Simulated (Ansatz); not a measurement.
# Rh3N: the cost of one run

Method: DFT PBE, scalar-relativistic, plane waves, PAW, in Ansatz 0.2.0.

### 1 The starting structure

It takes space group Pm-3m (No. 221, cubic). Conventional cell: a = 3.861 Å, b = 3.861 Å, c = 3.861 Å, α = 90.00°, β = 90.00°, γ = 90.00°. Around Rh (site symmetry 4/mmm) lie 2 N at 1.93 Å. Around N (site symmetry m-3m) lie 6 Rh at 1.93 Å.

Coordinates:

```xyz
4
Lattice="3.8606 0.0000 0.0000 0.0000 3.8606 0.0000 0.0000 0.0000 3.8606" Properties=species:S:1:pos:R:3 pbc="T T T"
Rh    1.9303    0.0000    0.0000
Rh    0.0000    1.9303    0.0000
Rh    0.0000    0.0000    1.9303
N     0.0000    0.0000    0.0000
```

This is candidate A: ReO3 type (Pm-3m, No. 221).

(A quick probe on a coarse mesh, which set the mesh and smearing, is not shown.)

### 3 A loose first relaxation (candidate A)

input.yaml

```yaml
crystal:
  lattice:
    - [3.8605642251, 0.0, 0.0]
    - [0.0, 3.8605642251, 0.0]
    - [0.0, 0.0, 3.8605642251]
  atoms:
    - { symbol: Rh, position: [0.5, 0.0, 0.0] }
    - { symbol: Rh, position: [0.0, 0.5, 0.0] }
    - { symbol: Rh, position: [0.0, 0.0, 0.5] }
    - { symbol: "N", position: [0.0, 0.0, 0.0] }
basis:
  ecutwfc: 420
kpoints:
  mp_grid: { grid: [4, 4, 4] }
hamiltonian:
  xc: pbe
scf:
  occupations: { method: gaussian, width: 0.1 }
  lower_state_search: "off"
output:
  forces: true
  stress: true
  eigenvalues: true
relax:
  adjacent_minimum: "off"
  f_tol: 0.04
  max_steps: 70
  cell: { stress_tol: 0.4 }
```

On the command line:

```sh
$ ansatz run input.yaml --threads 1 --pin off --max-ram 2560MiB --backend cpu --events-out ev --progress --plain --runs-dir out
```

What time and memory should one allow on 1 thread of Intel Xeon Platinum 8488C (Sapphire Rapids), shared host?

About 8.5 s, with a peak of 0.35 GiB.
